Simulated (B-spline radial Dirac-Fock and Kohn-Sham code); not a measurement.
## The Fe-like isoelectronic sequence (26 electrons), Z = 50 to 58

The computed values come from a B-spline atomic structure program: relaxed Dirac-Fock hole states (ΔSCF) with Breit and QED corrections and a finite nucleus. Binding energies in eV, tabulated ground configurations ([Ar] 3d8 throughout). Correlation and solid-state effects are left out.

| ion | 2s | 2p1/2 | 3p3/2 | outermost level | NIST ionisation energy |
| --- | --- | --- | --- | --- | --- |
| Sn²⁴⁺ | 5325.8 | 5016.6 | 1488.0 | 1276.9 (3d) | 1269 ± 4 |
| Sb²⁵⁺ | 5612.5 | 5294.7 | 1587.0 | 1369.0 (3d) | 1360 ± 4 |
| Te²⁶⁺ | 5907.8 | 5581.3 | 1689.0 | 1464.2 (3d) | 1455 ± 4 |
| I²⁷⁺ | 6211.7 | 5876.4 | 1794.2 | 1562.4 (3d) | 1553 ± 4 |
| Xe²⁸⁺ | 6524.2 | 6180.1 | 1902.5 | 1663.7 (3d) | 1653 ± 4 |
| Cs²⁹⁺ | 6845.6 | 6492.5 | 2014.0 | 1768.1 (3d) | 1757 ± 4 |
| Ba³⁰⁺ | ? | ? | ? | ? | ? |
| La³¹⁺ | 7515.2 | 7143.8 | 2246.3 | 1986.1 (3d) | 1974 ± 4 |
| Ce³²⁺ | 7863.6 | 7482.9 | 2367.3 | 2099.7 (3d) | 2087 ± 4 |

**Question.** Fill in the row of Ba³⁰⁺.

**Answer.** 2s 7175.9, 2p1/2 6813.7, 3p3/2 2128.6, outermost 1875.6 (3d), NIST 1864 ± 4 eV.

NIST's values are for the lowest levels; a dash marks a value that is missing or belongs to another shell. Their kind here: theoretical. Where a p, d or f shell is open in either ion the computed value averages over both j values and all terms, while the table refers to the lowest levels; that difference holds spin-orbit splitting (largest in heavy or highly charged ions), term energies where several electrons share open shells, and correlation, and it can reach 10 % or more.
